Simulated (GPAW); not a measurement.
**TmH2 in GPAW: convergence with bands over the usual count**

Crystal: TmH2.

```xyz
3
Lattice="0.0000 2.5450 2.5450 2.5450 0.0000 2.5450 2.5450 2.5450 0.0000" Properties=species:S:1:pos:R:3 pbc="T T T"
Tm    0.0000    0.0000    0.0000
H     3.8175    3.8175    3.8175
H     1.2725    1.2725    1.2725
```

```yaml
Program: GPAW 26.7.0
Task: convergence study
Functional: LDA
Potentials_or_basis: the program's PAW data sets (release 1.2.1) made for this functional
Cutoff: 800 eV
Basis: pw
k_mesh: 7 × 7 × 7
Occupations: fermi-dirac, width 0.05 eV
Spin: collinear spin, ferromagnetic start
Starting_moments: "[2.0, 0.0, 0.0] μB"
```

These are the settings of the first run; the series varies bands over the usual count, with any setting tied to it.

Hardware: 1 thread of Intel(R) Xeon(R) Platinum 8488C (Sapphire Rapids) (shared host).

| bands over the usual count | energy less the tightest run, at zero smearing (meV/atom) | SCF cycles | CPU time (s) | peak memory (GiB) |
| --- | --- | --- | --- | --- |
| 0.72 | 0.00 | 17 | 30 | 0.2 |
| 0.8 | 0.00 | 17 | 37 | 0.2 |
| 0.9 | 0.00 | 17 | 37 | 0.21 |
| 1 | 0.00 | 17 | 38 | 0.21 |
| 1.3 | 0.00 | 16 | 52 | 0.22 |
| 1.7 | 0.00 | 17 | 60 | 0.23 |
| 2.5 | 0.00 | 16 | 88 | 0.25 |

Against the tightest run, the energy stays within 1 meV/atom from 0.72 on. The tightest run that finished is the yardstick and may itself not be fully converged.

Caveat, for the tightest run too: one-centre terms of the f shell are cut off; the magnetic or orbital state may not be the lowest. The state reached can hang on the start; a lower one may exist.
